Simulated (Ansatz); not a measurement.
# Cd: pressure up to the limit of the methods

One table from this session's results is given with a row withheld; the runs are named, their logs left out.

Method: DFT PBE, with the methods named in each step, in Ansatz 0.2.0.

## The structure to begin with

The structure is hexagonal, space group P6/mmm (No. 191). The conventional cell has a = 3.091 Å, b = 3.091 Å, c = 2.905 Å, α = 90.00°, β = 90.00°, γ = 120.00°. Cd (site symmetry 6/mmm) is surrounded by 8 Cd at 2.91 to 3.09 Å.

Coordinates:

```xyz
1
Lattice="3.0905 0.0000 0.0000 -1.5453 2.6765 0.0000 0.0000 0.0000 2.9051" Properties=species:S:1:pos:R:3 pbc="T T T"
Cd    0.0000    0.0000    0.0000
```

Whether this phase is the stable one at these pressures isn't tested.

The first run:

File input.yaml:

```yaml
crystal:
  lattice:
    - [3.0905317363, 0.0, 0.0]
    - [-1.5452658682, 2.6764789948, 0.0]
    - [0.0, 0.0, 2.9050998321]
  atoms:
    - { symbol: Cd, position: [0.0, 0.0, 0.0] }
kpoints:
  mp_grid: { grid: [14, 14, 13] }
scf:
  occupations: { method: fermi_dirac, width: 0.1 }
hamiltonian:
  xc: pbe
  pseudopotentials: { kind: paw }
output:
  forces: true
  stress: true
relax:
  f_tol: 0.005
  max_steps: 40
  cell: {}
```

The run is started by

```
$ ansatz run input.yaml --threads 1 --pin off --max-ram 2048MiB --backend cpu --events-out ev --progress --plain --runs-dir out
```

Steps of the session up to this table: Cell relaxed at zero pressure, PAW; Volume scaled by 1, PAW; Shape and atoms relaxed at 0.92 of the volume, PAW; Volume scaled by 0.92, PAW; Shape and atoms relaxed at 0.84 of the volume, PAW; Volume scaled by 0.84, PAW; Shape and atoms relaxed at 0.76 of the volume, PAW; Volume scaled by 0.76, PAW; Shape and atoms relaxed at 0.68 of the volume, PAW; Volume scaled by 0.68, PAW; Shape and atoms relaxed at 0.6 of the volume, PAW; Volume scaled by 0.6, PAW; Shape and atoms relaxed at 0.52 of the volume, PAW; Volume scaled by 0.52, PAW; Volume scaled by 0.52, PAW (level accurate); Shape and atoms relaxed at 0.45 of the volume, PAW; Volume scaled by 0.45, PAW; Volume scaled by 0.45, PAW (cutoff 250 eV).

One table of the session follows, with a row left open; its other results are not shown here.

| method | volume over the first | volume (Å³/atom) | pressure (GPa) |
| --- | --- | --- | --- |
| PAW | 1 | 25.251 | 0.02 |
| PAW | 0.92 | 23.231 | 3.66 |
| PAW | 0.84 | 21.211 | 9.88 |
| PAW | 0.76 | 19.190 | 20.52 |
| PAW | 0.68 | 17.170 | 39.19 |
| PAW | 0.6 | 15.150 | 73.21 |
| PAW | 0.52 | 13.130 | 138.75 |
| PAW | 0.45 | ? | ? |
| PAW (cutoff 250 eV) | 0.45 | 11.363 | 243.42 |
| PAW (level accurate) | 0.52 | 13.130 | 138.86 |

Q: Estimate the row for PAW, 0.45 from the others.

As computed: volume (Å³/atom): 11.363; pressure (GPa): 250.31.

Limits of these values: Warnings in the runs' records: cutoff below recommended.
